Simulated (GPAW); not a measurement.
# Does Al15CrAs16 (AlAs32 Cr1) carry moments in GPAW?, part 2 of 2

Wanted: the moments of Al15CrAs16 (AlAs32 Cr1) and the energy gained by spin polarisation.

GPAW 26.7.0; PBE; plane waves with GPAW's PAW setups, scalar-relativistic.

So far. Step 2 (Run 1 (ferro +)): After 35 cycles the largest moment stands at 2.83 μB.

### Step 3. Order 2, typed as no spin polarisation

A run without seeds gives the energy of the state without moments.

File nospin.py:

```python
import json
import numpy as np
from ase import Atoms
from ase.parallel import paropen, parprint
from gpaw import GPAW

atoms = Atoms(['Cr', 'As', 'Al', 'As', 'Al', 'As', 'Al', 'As', 'Al', 'As', 'Al', 'As', 'Al', 'As', 'Al', 'As', 'Al', 'As', 'Al', 'As', 'Al', 'As', 'Al', 'As', 'Al', 'As', 'Al', 'As', 'Al', 'As', 'Al', 'As'],
    cell=[[11.322, 0.0, 0.0],
         [0.0, 11.322, 0.0],
         [0.0, 0.0, 5.661]],
    scaled_positions=[[0.0, 0.0, 0.0],
         [0.125, 0.125, 0.25],
         [0.0, 0.25, 0.5],
         [0.125, 0.375, 0.75],
         [0.25, 0.0, 0.5],
         [0.375, 0.125, 0.75],
         [0.25, 0.25, 0.0],
         [0.375, 0.375, 0.25],
         [0.0, 0.5, 0.0],
         [0.125, 0.625, 0.25],
         [0.0, 0.75, 0.5],
         [0.125, 0.875, 0.75],
         [0.25, 0.5, 0.5],
         [0.375, 0.625, 0.75],
         [0.25, 0.75, 0.0],
         [0.375, 0.875, 0.25],
         [0.5, 0.0, 0.0],
         [0.625, 0.125, 0.25],
         [0.5, 0.25, 0.5],
         [0.625, 0.375, 0.75],
         [0.75, 0.0, 0.5],
         [0.875, 0.125, 0.75],
         [0.75, 0.25, 0.0],
         [0.875, 0.375, 0.25],
         [0.5, 0.5, 0.0],
         [0.625, 0.625, 0.25],
         [0.5, 0.75, 0.5],
         [0.625, 0.875, 0.75],
         [0.75, 0.5, 0.5],
         [0.875, 0.625, 0.75],
         [0.75, 0.75, 0.0],
         [0.875, 0.875, 0.25]],
    pbc=True)
atoms.calc = GPAW(mode={'name': 'pw', 'ecut': 450},
    xc='PBE',
    kpts={'size': (3, 3, 5), 'gamma': True},
    occupations={'name': 'fermi-dirac', 'width': 0.05},
    convergence={'density': 1e-05, 'energy': 1e-05},
    maxiter=200,
    mixer={'name': 'pulay', 'beta': 0.05, 'nmaxold': 6, 'weight': 50},
    symmetry={'tolerance': 1e-4},
    txt='nospin.txt')
e = atoms.get_potential_energy(force_consistent=True)
res = {'free_energy': e, 'energy_sigma0': atoms.get_potential_energy(), 'fermi_energy': atoms.calc.get_fermi_level()}
parprint(f'free energy: {e:.6f} eV')
atoms.calc.write('nospin.gpw')
with paropen('results.json', 'w') as f:
    json.dump(res, f)
```

The run is started by

```sh
OMP_NUM_THREADS=1 mpirun -n 4 gpaw python nospin.py > nospin.log
```

Numbers of over 12 decimals in the logs are rounded to 6 here.

Output:

```text
free energy: -152.226714 eV

--- nospin.txt ---
Input parameters:
  mode=PW(ecut=450),
  convergence={'density': 1e-05, 'energy': 1e-05},
  kpts=MonkhorstPack(size=(3, 3, 5), gamma=True),
  maxiter=200,
  mixer=Pulay(name='pulay', nmaxold=6, beta=0.05, weight=50, sigma=0.015, g_ss=None),
  occupations=Occupations(name='fermi-dirac', width=0.05),
  symmetry=Symmetry(tolerance=0.0001),
  xc=XC(name='PBE')

Diagonalizing LCAO Hamiltonian
Converting LCAO to pw mode
        .---------------------------.
       /|                           |
      / |                           |
     /  |  As            As         |
    /   |       As            As    |
   /  Al|           Al              |
  /    As         As As         As  |
 *      .--Al------------Al---------.
 |     / As As         As As       /
 | Al /      Al  Al        Al     /
 |   Al Al    As   Al Al    As   /
 |  /As            As           /
 | /      Al            Al     /
 |/                           /
 Cr------------Al------------*

Atoms  # Å, Bohr magnetons
|    | symbol |        x |        y |        z |    initial magnetic moments |
|----|--------|----------|----------|----------|-----------------------------|
|  0 |     Cr | 0.000000 | 0.000000 | 0.000000 | ( 0.0000,  0.0000,  0.0000) |
|  1 |     As | 1.415250 | 1.415250 | 1.415250 | ( 0.0000,  0.0000,  0.0000) |
|  2 |     Al | 0.000000 | 2.830500 | 2.830500 | ( 0.0000,  0.0000,  0.0000) |
|  3 |     As | 1.415250 | 4.245750 | 4.245750 | ( 0.0000,  0.0000,  0.0000) |
|  4 |     Al | 2.830500 | 0.000000 | 2.830500 | ( 0.0000,  0.0000,  0.0000) |
|  5 |     As | 4.245750 | 1.415250 | 4.245750 | ( 0.0000,  0.0000,  0.0000) |
|  6 |     Al | 2.830500 | 2.830500 | 0.000000 | ( 0.0000,  0.0000,  0.0000) |
|  7 |     As | 4.245750 | 4.245750 | 1.415250 | ( 0.0000,  0.0000,  0.0000) |
|  8 |     Al | 0.000000 | 5.661000 | 0.000000 | ( 0.0000,  0.0000,  0.0000) |
|  9 |     As | 1.415250 | 7.076250 | 1.415250 | ( 0.0000,  0.0000,  0.0000) |
| 10 |     Al | 0.000000 | 8.491500 | 2.830500 | ( 0.0000,  0.0000,  0.0000) |
| 11 |     As | 1.415250 | 9.906750 | 4.245750 | ( 0.0000,  0.0000,  0.0000) |
| 12 |     Al | 2.830500 | 5.661000 | 2.830500 | ( 0.0000,  0.0000,  0.0000) |
| 13 |     As | 4.245750 | 7.076250 | 4.245750 | ( 0.0000,  0.0000,  0.0000) |
| 14 |     Al | 2.830500 | 8.491500 | 0.000000 | ( 0.0000,  0.0000,  0.0000) |
| 15 |     As | 4.245750 | 9.906750 | 1.415250 | ( 0.0000,  0.0000,  0.0000) |
| 16 |     Al | 5.661000 | 0.000000 | 0.000000 | ( 0.0000,  0.0000,  0.0000) |
| 17 |     As | 7.076250 | 1.415250 | 1.415250 | ( 0.0000,  0.0000,  0.0000) |
| 18 |     Al | 5.661000 | 2.830500 | 2.830500 | ( 0.0000,  0.0000,  0.0000) |
| 19 |     As | 7.076250 | 4.245750 | 4.245750 | ( 0.0000,  0.0000,  0.0000) |
| 20 |     Al | 8.491500 | 0.000000 | 2.830500 | ( 0.0000,  0.0000,  0.0000) |
| 21 |     As | 9.906750 | 1.415250 | 4.245750 | ( 0.0000,  0.0000,  0.0000) |
| 22 |     Al | 8.491500 | 2.830500 | 0.000000 | ( 0.0000,  0.0000,  0.0000) |
| 23 |     As | 9.906750 | 4.245750 | 1.415250 | ( 0.0000,  0.0000,  0.0000) |
| 24 |     Al | 5.661000 | 5.661000 | 0.000000 | ( 0.0000,  0.0000,  0.0000) |
| 25 |     As | 7.076250 | 7.076250 | 1.415250 | ( 0.0000,  0.0000,  0.0000) |
| 26 |     Al | 5.661000 | 8.491500 | 2.830500 | ( 0.0000,  0.0000,  0.0000) |
| 27 |     As | 7.076250 | 9.906750 | 4.245750 | ( 0.0000,  0.0000,  0.0000) |
| 28 |     Al | 8.491500 | 5.661000 | 2.830500 | ( 0.0000,  0.0000,  0.0000) |
| 29 |     As | 9.906750 | 7.076250 | 4.245750 | ( 0.0000,  0.0000,  0.0000) |
| 30 |     Al | 8.491500 | 8.491500 | 0.000000 | ( 0.0000,  0.0000,  0.0000) |
| 31 |     As | 9.906750 | 9.906750 | 1.415250 | ( 0.0000,  0.0000,  0.0000) |

Unit cell  # Å
| periodic |         x |         y |        z |   lengths |    angles |
|----------|-----------|-----------|----------|-----------|-----------|
|      yes | 11.322000 |  0.000000 | 0.000000 | 11.322000 | 90.000000 |
|      yes |  0.000000 | 11.322000 | 0.000000 | 11.322000 | 90.000000 |
|      yes |  0.000000 |  0.000000 | 5.661000 |  5.661000 | 90.000000 |

Number of symmetries: 8

BZ-sampling:
  Number of BZ points: 45
  Number of IBZ points: 9

  Monkhorst-Pack size: [3, 3, 5]
  Monkhorst-Pack shift: [0, 0, 0]

Plane wave coefficients: 15772
Cutoff: 450.000000 eV

Spin-components: 1 (collinear spins)
Bands:           83
Projectors:      161
Spin-degeneracy: 2
Datatype:        complex128

Parallelization:
  kpt:    2
  domain: 2
  band:   1

Density:
  Valence electrons: 131.0
  Components: 1
  Grid points: [56 56 28]
  Charge: 0.0  # |e|

Potential:
  Grid points: [56 56 28]

[... setups left out ...]
Reference energy: -1111681.304025  # eV

eigensolver:
  PPCG
  Converge bands: occupied
  niter=2

density mixing:
  Pulay-Mixer
  Linear mixing parameters: 0.05
  Old densities: 6
  Fourier metric: weight=50, sigma=0.015

occupation numbers:
  Fermi-Dirac:
    width: 0.0500  # eV

poisson solver:
  ecut: 3600.000000  # eV

xc functional:
  name: PBE with 2 nearest neighbor stencil

convergence criteria:
- Maximum integral of absolute [dens]ity change: 1e-05 electrons / valence electron
- Maximum [total energy] change in last 3 cyles: 1e-05 eV / valence electron
- Maximum integral of absolute [eigenst]ate change: 4e-08 eV^2 / valence electron
maximum number of iterations: 200

SCF iterations
|iter     |      energy | eigst |  dens |
|---------|-------------|-------|-------|
|iter:   1|       0s | -157.618360 | -0.08 |       |
|iter:   2|      10s | -153.965959 | -1.00 | -0.80 |
|iter:   3|      19s | -153.538771 | -1.74 | -0.86 |
|iter:   4|      28s | -152.267230 | -1.47 | -0.90 |
|iter:   5|      37s | -152.388950 | -1.58 | -1.10 |
|iter:   6|      46s | -152.229081 | -1.79 | -1.38 |
|iter:   7|      56s | -152.224242 | -2.44 | -1.55 |
|iter:   8|      65s | -152.197760 | -2.54 | -1.60 |
|iter:   9|      74s | -152.184938 | -3.30 | -2.18 |
|iter:  10|      83s | -152.183172 | -3.84 | -2.30 |
|iter:  11|      92s | -152.182571 | -4.65 | -2.61 |
|iter:  12|     102s | -152.182358c| -5.18 | -2.69 |
|iter:  13|     111s | -152.182376c| -5.60 | -2.75 |
|iter:  14|     120s | -152.182564c| -5.78 | -2.80 |
|iter:  15|     129s | -152.182532c| -6.00 | -3.00 |
|iter:  16|     139s | -152.182434c| -6.23 | -3.08 |
|iter:  17|     148s | -152.182397c| -6.38 | -3.27 |
|iter:  18|     157s | -152.182383c| -5.92 | -3.45 |
|iter:  19|     168s | -152.182384c| -7.72c| -3.87 |
|iter:  20|     179s | -152.182390c| -7.60c| -3.90 |
|iter:  21|     190s | -152.182393c| -7.91c| -4.06 |
|iter:  22|     196s | -152.182393c| -7.71c| -4.18 |
|iter:  23|     201s | -152.182393c| -8.24c| -4.37 |
|iter:  24|     206s | -152.182393c| -8.70c| -4.42 |
|iter:  25|     210s | -152.182393c| -7.65c| -4.44 |
|iter:  26|     215s | -152.182394c| -8.29c| -4.95 |
|iter:  27|     220s | -152.182394c| -9.10c| -5.11c|

Converged in 27 steps
Energy contributions relative to reference atoms: (reference = -1111681.304025)

Energy contributions:
  Kinetic:         287.473502
  Coulomb:        -259.198822
  Zero:             -0.088831
  External:          0.000000
  Xc:             -180.323922
  Entropy:          -0.088641
  Spinorbit:         0.000000
  ----------------------------
  Free energy:    -152.226714
  Extrapolated:   -152.182394

dipole moment: (-85.657002, -85.657002, -81.611475)  # |e|*Ang

Fermi level: 5.088
Eigenvalues  # (at kpt = [0.000, 0.000, 0.000])
| band index |      eig [eV] | occ [0-2] |
|------------|---------------|-----------|
|          0 |        -7.524 |     2.000 |
|        ... |               |           |
|         58 |         3.361 |     2.000 |
|         59 |         3.361 |     2.000 |
|         60 |         3.399 |     2.000 |
|         61 |         4.054 |     2.000 |
|         62 |         4.091 |     2.000 |
|         63 |         4.091 |     2.000 |
|         64 |         4.882 |     1.968 |
|         65 |         4.883 |     1.967 |
|         66 |         5.501 |     0.001 |
|         67 |         5.580 |     0.000 |
|         68 |         5.580 |     0.000 |
|         69 |         6.116 |     0.000 |
|         70 |         6.220 |     0.000 |
|         71 |         6.220 |     0.000 |
|         72 |         6.412 |     0.000 |
|         73 |         6.737 |     0.000 |
|        ... |               |           |
|         82 |         7.951 |     0.000 |

No gap
No difference between direct/indirect transitions
```

The job ended after 3.9 min (4 MPI ranks of Arm Neoverse V1, shared host; peak memory 1.4 GiB; 16 min of CPU time).

This step gave:

```
final state : non-magnetic (no spin polarisation)
```

It lies 1003 meV a seeded atom over the first start.

### Step 4. Ranking

These are free energies at a smearing of 0.05 eV, so its entropy term is in the differences. They are divided by the number of seeded atoms, so that cells of unlike size compare.

Orders:

```
               start    final state  typed order kept  energy over the lowest (meV a seeded atom)  largest site moment (μB)  net moment (μB a primitive cell)  mesh matched  CPU time (s)
             ferro +  ferromagnetic               yes                                           0                     2.825                                 3           yes          2322
no spin polarisation   non-magnetic                 -                                        1003                         0                                 0           yes         938.4
```

### Step 5. Outcome

```json
{"lower run": "with moments", "largest site moment": "2.83 μB", "energy gained by spin polarisation": "1003 meV a seeded atom"}
```

What this shows: The crystal holds moments, up to 2.83 μB, and gains 1003 meV a seeded atom by them. No antiferromagnetic order was tried, so the session says nothing on how the moments order.

[Logs and program files are shortened in this print: banners, set-up blocks, solver, clock and traceback lines can be left out without a mark of their own.]

[Logs are printed without paths, hosts, clocks, repeated set-up lines and the standing remarks that a program may print on its own settings, such as how far it seeks lower states.]

[Hosts, paths, dates, database ids (printed as entryN), source tags and the programs' standing remarks are cut or masked in the printed files.]

[Where a cell is said to come from a database of computed structures, the database is the Materials Project.]
